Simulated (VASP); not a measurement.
# CdSe (F-43m) in VASP: notebook

One crystal, CdSe, is run at these levels: PBE; tasks: single point, relaxation of cell and atoms.

Everything below comes from runs of VASP 6.6.1. Logs are shortened: lines on timing, memory, paths and dates and some standing lists are left out, and cuts for length are marked.

## (1) The crystal as given

Symmetry: F-43m, No. 216, cubic system. The conventional cell has a = 6.196 Å, b = 6.196 Å, c = 6.196 Å, α = 90.00°, β = 90.00°, γ = 90.00°. Cd (site symmetry -43m) has 4 Se at 2.68 Å as nearest neighbours. Se (site symmetry -43m) has 4 Cd at 2.68 Å as nearest neighbours.

The cell was built by a generator and needn't be a form met in nature.

## (2) Single point, PBE

INCAR reads:

```
PREC = Accurate
ENCUT = 520
EDIFF = 1E-7
ISMEAR = 0
SIGMA = 0.02
LREAL = False
LASPH = True
NELM = 100
ALGO = Fast
ISIF = 2
LWAVE = False
LCHARG = False
GGA = PE
NBANDS = 16
```

KPOINTS reads:

```
Automatic mesh
0
Gamma
  10 10 10
```

POSCAR reads:

```
CdSe
1.0
    0.0000000000      3.0982011599      3.0982011599
    3.0982011599      0.0000000000      3.0982011599
    3.0982011599      3.0982011599      0.0000000000
Cd Se
1 1
Direct
    0.0000000000      0.0000000000      0.0000000000
    0.2500000000      0.2500000000      0.2500000000
```

Potentials or basis: VASP PAW PBE potentials, release 64 (Cd, Se).

Command:

```sh
$ cat potpaw_PBE.64/Cd/POTCAR potpaw_PBE.64/Se/POTCAR > POTCAR
$ mpirun -np 1 vasp_std > vasp.out
```

OUTCAR:

```text
PREC = Accurate
   ENCUT = 520
   EDIFF = 1E-7
   ISMEAR = 0
   LREAL = False
   LASPH = True
   NELM = 100
   ISIF = 2
   GGA = PE

 ion  position               nearest neighbor table
   1  0.000  0.000  0.000-   2 2.68   2 2.68   2 2.68   2 2.68
   2  0.250  0.250  0.250-   1 2.68   1 2.68   1 2.68   1 2.68

  LATTYP: Found a face centered cubic cell.
 ALAT       =     6.1964023198

  Lattice vectors:

 A1 = (   0.0000000000,   3.0982011599,   3.0982011599)
 A2 = (   3.0982011599,   0.0000000000,   3.0982011599)
 A3 = (   3.0982011599,   3.0982011599,   0.0000000000)

Analysis of symmetry for initial positions (statically):
=====================================================================
 Subroutine PRICEL returns:
 Original cell was already a primitive cell.

 Routine SETGRP: Setting up the symmetry group for a
 face centered cubic supercell.

 Subroutine GETGRP returns: Found 24 space group operations
 (whereof 24 operations were pure point group operations)
 out of a pool of 48 trial point group operations.

The static configuration has the point symmetry T_d .

Analysis of symmetry for dynamics (positions and initial velocities):
=====================================================================
 Subroutine PRICEL returns:
 Original cell was already a primitive cell.

 Routine SETGRP: Setting up the symmetry group for a
 face centered cubic supercell.

 Subroutine GETGRP returns: Found 24 space group operations
 (whereof 24 operations were pure point group operations)
 out of a pool of 48 trial point group operations.

The dynamic configuration has the point symmetry T_d .

 Subroutine INISYM returns: Found 24 space group operations
 (whereof 24 operations are pure point group operations),
 and found     1 'primitive' translations

----------------------------------------------------------------------------------------

                                     Primitive cell

  volume of cell :      59.4783

  direct lattice vectors                    reciprocal lattice vectors
     0.000000000  3.098201160  3.098201160    -0.161383969  0.161383969  0.161383969
     3.098201160  0.000000000  3.098201160     0.161383969 -0.161383969  0.161383969
     3.098201160  3.098201160  0.000000000     0.161383969  0.161383969 -0.161383969

  length of vectors
     4.381518099  4.381518099  4.381518099     0.279525234  0.279525234  0.279525234

  position of ions in fractional coordinates (direct lattice)
     0.000000000  0.000000000  0.000000000
     0.250000000  0.250000000  0.250000000

  ion indices of the primitive-cell ions
   primitive index   ion index
                 1           1
                 2           2

----------------------------------------------------------------------------------------

 KPOINTS: Automatic mesh

Automatic generation of k-mesh.
 Grid dimensions read from file:
 generate k-points for:   10   10   10

 Generating k-lattice:

  Cartesian coordinates                     Fractional coordinates (reciprocal lattice)
    -0.016138397  0.016138397  0.016138397     0.100000000  0.000000000  0.000000000
     0.016138397 -0.016138397  0.016138397     0.000000000  0.100000000  0.000000000
     0.016138397  0.016138397 -0.016138397     0.000000000  0.000000000  0.100000000

  Length of vectors
     0.027952523  0.027952523  0.027952523

  Shift w.r.t. Gamma in fractional coordinates (k-lattice)
     0.000000000  0.000000000  0.000000000

 Subroutine IBZKPT returns following result:
 ===========================================

 Found     47 irreducible k-points:

 Following reciprocal coordinates:
            Coordinates               Weight
  0.000000  0.000000  0.000000      1.000000
  0.100000  0.000000  0.000000      8.000000
  0.200000  0.000000  0.000000      8.000000
  0.300000  0.000000  0.000000      8.000000
  0.400000  0.000000  0.000000      8.000000
  0.500000  0.000000  0.000000      4.000000
[... 16 lines left out ...]
  0.300000  0.300000  0.000000      6.000000
  0.400000  0.300000  0.000000     24.000000
 [... further k-points ...]
   k-points           NKPTS =     47   k-points in BZ     NKDIM =     47   number of bands    NBANDS=     16
   number of dos      NEDOS =    301   number of ions     NIONS =      2
   total plane-waves  NPLWV =  46656
   dimension x,y,z NGX =    36 NGY =   36 NGZ =   36
   dimension x,y,z NGXF=    72 NGYF=   72 NGZF=   72
   ions per type =               1   1
   NGX,Y,Z   is equivalent  to a cutoff of  13.66, 13.66, 13.66 a.u.
   NGXF,Y,Z  is equivalent  to a cutoff of  27.32, 27.32, 27.32 a.u.
 SYSTEM =  unknown system
   PREC   = accura    normal or accurate (medium, high low for compatibility)
   ISTART =      0    job   : 0-new  1-cont  2-samecut
   ICHARG =      2    charge: 1-file 2-atom 10-const
   ISPIN  =      1    spin polarized calculation?
   LNONCOLLINEAR =      F non collinear calculations
   LSORBIT =      F    spin-orbit coupling
   LASPH  =      T    aspherical Exc in radial PAW
   ENCUT  =  520.0 eV  38.22 Ry    6.18 a.u.   8.15  8.15  8.15*2*pi/ulx,y,z
   NELM   =    100;   NELMIN=  2; NELMDL= -5     # of ELM steps
   EDIFF  = 0.1E-06   stopping-criterion for ELM
   LREAL  =      F    real-space projection
   EDIFFG = 0.1E-05   stopping-criterion for IOM
   NSW    =      0    number of steps for IOM
   IBRION =     -1    ionic relax: 0-MD 1-quasi-New 2-CG
   NFREE  =      0    steps in history (QN), initial steepest desc. (CG)
   ISIF   =      2    stress and relaxation
   ISYM   =      2    0-nonsym 1-usesym 2-fastsym
   POTIM  = 0.5000    time-step for ionic-motion
   TEBEG  =    0.0;   TEEND  =   0.0 temperature during run
   PSTRESS=    0.0 pullay stress
   NELECT =      18.0000    total number of electrons
   NUPDOWN=      -1.0000    fix difference up-down
   EMIN   =  10.00;   EMAX   =-10.00  energy-range for DOS
   EFERMI =   0.00;   METHOD = LEGACY
   ISMEAR =     0;   SIGMA  =   0.02  broadening in eV -4-tet -1-fermi 0-gaus
   EFERMI_NEDOS =   21; number of points for ismear=-14 and -15
   IALGO  =     68    algorithm
   IMIX   =      4    mixing-type and parameters
     AMIX     =   0.40;   BMIX     =  1.00
     AMIX_MAG =   1.60;   BMIX_MAG =  1.00
  volume/ion in A,a.u.               =      29.74       200.69
  Fermi-wavevector in a.u.,A,eV,Ry     =   1.099122  2.077040 16.436791  1.208070
  Thomas-Fermi vector in A             =   2.235512
   LORBIT       =      0    0 simple, 1 ext, 2 COOP (PROOUT), +10 PAW based schemes
   GGA     = PE    functional components
   LHFCALC =     F    Hartree Fock is set to
   AEXX    =    0.0000 exact exchange contribution
   IVDW    =     0    specifies the selected vdW correction
   LEPSILON=     F    determine dielectric tensor
   LRPA    =     F    only Hartree local field effects (RPA)
 non-spin polarized calculation
 RMM-DIIS sequential band-by-band and
 Gauss-broadening in eV      SIGMA  =   0.02
  energy-cutoff  :      520.00
  volume of cell :       59.48
 maximum number of plane-waves:      1639
 NGX is ok and might be reduce to    36
   NGX = 17   NGY = 17   NGZ = 17

 number of electron      18.0000000 magnetization

 Free energy of the ion-electron system (eV)
  ---------------------------------------------------
  ext. energy  EPLUGINS =         0.00000000
  ---------------------------------------------------
  free energy    TOTEN  =        -5.49990615 eV

  energy without entropy =       -5.49990615  energy(sigma->0) =       -5.49990615

 E-fermi :   0.6273     XC(G=0):  -8.6344

 val. band max:        0.5143684561   @ k =   0.0000   0.0000   0.0000
 cond. band min:       1.0077383072   @ k =   0.0000   0.0000   0.0000
 fundamental gap:      0.4933698511
 Fermi energy:         0.6272680238

 k-point     1 :       0.0000    0.0000    0.0000
  band No.  band energies     occupation
      1     -11.7821      2.00000
      2      -7.2478      2.00000
      3      -7.2478      2.00000
      4      -7.2478      2.00000
      5      -6.9303      2.00000
      6      -6.9303      2.00000
[... 8 lines left out ...]
     15      11.4853      0.00000
     16      11.4853      0.00000

 k-point     2 :       0.1000    0.0000    0.0000
  band No.  band energies     occupation
      1     -11.7515      2.00000
      2      -7.2382      2.00000
      3      -7.2382      2.00000
      4      -7.2194      2.00000
      5      -6.9308      2.00000
      6      -6.9308      2.00000
[... 8 lines left out ...]
     15      10.9154      0.00000
     16      10.9154      0.00000

 k-point     3 :       0.2000    0.0000    0.0000
  band No.  band energies     occupation
      1     -11.6708      2.00000
      2      -7.2144      2.00000
      3      -7.2144      2.00000
      4      -7.1279      2.00000
      5      -6.9303      2.00000
      6      -6.9303      2.00000
[... 8 lines left out ...]
     15      10.4929      0.00000
     16      10.7873      0.00000

 k-point     4 :       0.3000    0.0000    0.0000
  band No.  band energies     occupation
      1     -11.5701      2.00000
      2      -7.1890      2.00000
      3      -7.1890      2.00000
      4      -6.9672      2.00000
      5      -6.9247      2.00000
      6      -6.9247      2.00000
[... 8 lines left out ...]
     15      10.7312      0.00000
     16      10.7312      0.00000
[... 324 lines left out ...]
 k-point    22 :      -0.2000    0.2000    0.0000
  band No.  band energies     occupation
      1     -11.5362      2.00000
      2      -7.1745      2.00000
      3      -7.1615      2.00000
      4      -6.9711      2.00000
      5      -6.9420      2.00000
      6      -6.8743      2.00000
[... 8 lines left out ...]
     15      11.5832      0.00000
     16      12.6777      0.00000

 k-point    23 :       0.3000    0.3000    0.0000
  band No.  band energies     occupation
      1     -11.5016      2.00000
      2      -7.1098      2.00000
      3      -7.1098      2.00000
      4      -7.0694      2.00000
      5      -6.8978      2.00000
      6      -6.8858      2.00000
[... 8 lines left out ...]
     15      12.2115      0.00000
     16      14.0715      0.00000

 k-point    24 :       0.4000    0.3000    0.0000
  band No.  band energies     occupation
      1     -11.4378      2.00000
      2      -7.1018      2.00000
      3      -7.0824      2.00000
      4      -7.0365      2.00000
      5      -6.8927      2.00000
      6      -6.7783      2.00000
[... 8 lines left out ...]
     15      12.5890      0.00000
     16      13.8711      0.00000

 [... further k-points ...]

------------------------ aborting loop because EDIFF is reached ----------------------------------------

  FORCE on cell =-STRESS in cart. coord.  units (eV):
  Direction    XX          YY          ZZ          XY          YZ          ZX
  --------------------------------------------------------------------------------------
  -------------------------------------------------------------------------------------
  Total        0.0885067      0.0885067      0.0885067      0.0000000      0.0000000      0.0000000
  in kB        2.3841185      2.3841185      2.3841185      0.0000000      0.0000000      0.0000000
  external PRESSURE =       2.3841185 kB  Pullay stress =       0.0000000 kB

 VOLUME and BASIS-vectors are now :
 -----------------------------------------------------------------------------
  energy-cutoff  :      520.00
  volume of cell :       59.48
      direct lattice vectors                 reciprocal lattice vectors
     0.000000000  3.098201160  3.098201160    -0.161383969  0.161383969  0.161383969
     3.098201160  0.000000000  3.098201160     0.161383969 -0.161383969  0.161383969
     3.098201160  3.098201160  0.000000000     0.161383969  0.161383969 -0.161383969

 POSITION                                       TOTAL-FORCE (eV/Angst)
 -----------------------------------------------------------------------------------
      0.00000      0.00000      0.00000         0.000000     -0.000000      0.000000
      1.54910      1.54910      1.54910        -0.000000      0.000000      0.000000
 -----------------------------------------------------------------------------------
    total drift:                               -0.000000     -0.000000     -0.000000

  FREE ENERGIE OF THE ION-ELECTRON SYSTEM (eV)
  ---------------------------------------------------
  free  energy   TOTEN  =        -5.4999061502 eV

  energy  without entropy=       -5.4999061502  energy(sigma->0) =       -5.49990615
```

Run time: 36 s. Hardware: 1 thread of Intel Xeon Platinum 8488C (Sapphire Rapids), shared host; peak memory 0.22 GiB.

Results:

* Free energy: -5.4999 eV
* Pressure: 0.2 GPa
* Band gap on the k mesh: 0.49 eV, direct

Levels at points of the mesh, in eV from the valence-band top:
| k point | band 5 | band 6 | band 7 | band 8 | band 9 | band 10 | band 11 | band 12 | band 13 | band 14 |
| --- | --- | --- | --- | --- | --- | --- | --- | --- | --- | --- |
| (0.00, 0.00, 0.00) | -7.44 | -7.44 | 0.00 | 0.00 | 0.00 | 0.49 | 5.93 | 5.93 | 5.93 | 9.56 |
| (0.50, 0.00, 0.00) | -7.42 | -7.19 | -4.07 | -0.67 | -0.67 | 2.32 | 6.43 | 6.43 | 7.25 | 9.89 |
| (0.50, 0.50, 0.00) | -7.40 | -7.13 | -3.83 | -1.67 | -1.67 | 3.24 | 3.69 | 8.86 | 9.89 | 9.89 |

PBE gaps usually lie below the measured ones, often by a third to a half.

## (3) Relaxation of cell and atoms, PBE

This run uses another cell than the first one, of 28.37 Å³/atom, 0.954 times its volume.

INCAR reads:

```
SYSTEM = CdSe
ALGO = Fast ; EDIFF = 1E-7
EDIFFG = -0.002 ; ENCUT = 600
GGA = PE ; IBRION = 2
ISIF = 3 ; ISMEAR = 0
LASPH = .True. ; LCHARG = .False.
LREAL = .False. ; LWAVE = .False.
NELM = 100 ; NSW = 100
PREC = Accurate ; SIGMA = 0.02
```

KPOINTS reads:

```
k-points
0
Gamma
  10 10 10
  0 0 0
```

POSCAR reads:

```
CdSe
1.0
    0.0000000000      3.0500000000      3.0500000000
    3.0500000000      0.0000000000      3.0500000000
    3.0500000000      3.0500000000      0.0000000000
Cd Se
1 1
Direct
    0.0000000000      0.0000000000      0.0000000000
    0.2500000000      0.2500000000      0.2500000000
```

Potentials or basis: VASP PAW PBE potentials, release 64 (Cd, Se).

Command:

```sh
$ cat potpaw_PBE.64/Cd/POTCAR potpaw_PBE.64/Se/POTCAR > POTCAR
$ mpirun -np 1 vasp_std > vasp.out
```

Wall time 74 s (1 thread of Intel Xeon Platinum 8488C (Sapphire Rapids), shared host); peak memory 0.24 GiB.

It converged, with:

| Quantity | Value |
| --- | --- |
| Free energy | -5.4991 eV |
| Relaxed volume | 29.87 Å³/atom |
| Relaxed cell | a = 4.388 Å, b = 4.388 Å, c = 4.388 Å, α = 60.00°, β = 60.00°, γ = 60.00° |
| Space group after relaxing (to 0.05 Å) | F-43m (No. 216) |
| Energy gained by relaxing | 11.6 meV/atom |
| Ionic steps | 3 |
| Pressure after relaxing | 0.0 GPa |
| Band gap on the k mesh | 0.48 eV, direct |

The path:
| step | energy change (eV) | largest force (eV/Å) | pressure (GPa) | volume (Å³) |
| --- | --- | --- | --- | --- |
| 1 | 0.0000 | 0.0000 | 2.61 | 56.75 |
| 2 | -0.0214 | 0.0000 | -0.62 | 60.62 |
| 3 | -0.0232 | 0.0000 | 0.00 | 59.74 |

Final structure:
```
Cd Se
1.0
     0.00000    3.10274    3.10274
     3.10274    0.00000    3.10274
     3.10274    3.10274    0.00000
Cd Se
1 1
Cartesian
  0.0000 0.0000 0.0000
  1.5514 1.5514 1.5514
```

Levels at points of the mesh, in eV from the valence-band top:
| k point | band 7 | band 8 | band 9 | band 10 | band 11 | band 12 |
| --- | --- | --- | --- | --- | --- | --- |
| (0.00, 0.00, 0.00) | 0.00 | 0.00 | 0.00 | 0.48 | 5.93 | 5.93 |
| (0.50, 0.00, 0.00) | -4.05 | -0.67 | -0.67 | 2.31 | 6.42 | 6.42 |
| (0.50, 0.50, 0.00) | -3.81 | -1.66 | -1.66 | 3.25 | 3.69 | 8.84 |

## (4) Single point, PBE

This run uses another cell than the first one, of 28.37 Å³/atom, 0.954 times its volume.

INCAR reads:

```
PREC = Accurate
ENCUT = 520
EDIFF = 1E-6
ISMEAR = 0
SIGMA = 0.1
LREAL = False
LASPH = True
NELM = 100
ALGO = Normal
ISIF = 2
LWAVE = False
LCHARG = False
GGA = PE
NBANDS = 16
```

KPOINTS reads:

```
Automatic mesh
0
Gamma
  6 6 6
```

POSCAR is that of step 3.

Command:

```sh
$ cat potpaw_PBE.64/Cd/POTCAR potpaw_PBE.64/Se/POTCAR > POTCAR
$ mpirun -np 1 vasp_std > vasp.out
```

Wall time 9.8 s (1 thread of Intel Xeon Platinum 8488C (Sapphire Rapids), shared host); peak memory 0.18 GiB.

Results (log left out):

* Free energy: -5.4715 eV
* Pressure: 2.7 GPa
* Band gap on the k mesh: 0.59 eV, direct

Levels at points of the mesh, in eV from the valence-band top:
| k point | band 6 | band 7 | band 8 | band 9 | band 10 | band 11 | band 12 | band 13 |
| --- | --- | --- | --- | --- | --- | --- | --- | --- |
| (0.00, 0.00, 0.00) | -7.54 | 0.00 | 0.00 | 0.00 | 0.59 | 5.93 | 5.93 | 5.93 |
| (0.50, 0.00, 0.00) | -7.26 | -4.34 | -0.74 | -0.74 | 2.38 | 6.44 | 6.44 | 7.40 |
| (0.50, 0.50, 0.00) | -7.19 | -4.04 | -1.82 | -1.82 | 3.15 | 3.75 | 9.08 | 10.16 |

## (5) Overview

```tsv
task	cell	k mesh	cutoff (eV)	smearing	gap on the mesh (eV)	pressure (GPa)
single point	F-43m, 29.74 Å³/atom	10 × 10 × 10	520	gaussian 0.02 eV	0.49	0.2
relaxation of cell and atoms	relaxed	10 × 10 × 10	600	gaussian 0.02 eV	0.48	0.0
single point	F-43m, 28.37 Å³/atom	6 × 6 × 6	520	gaussian 0.1 eV	0.59	2.7
```

Alike in all rows: level PBE; potentials or basis VASP PAW PBE potentials, release 64 (Cd, Se); no spin polarisation.

Absolute energies hang on the potentials; compare differences alone.
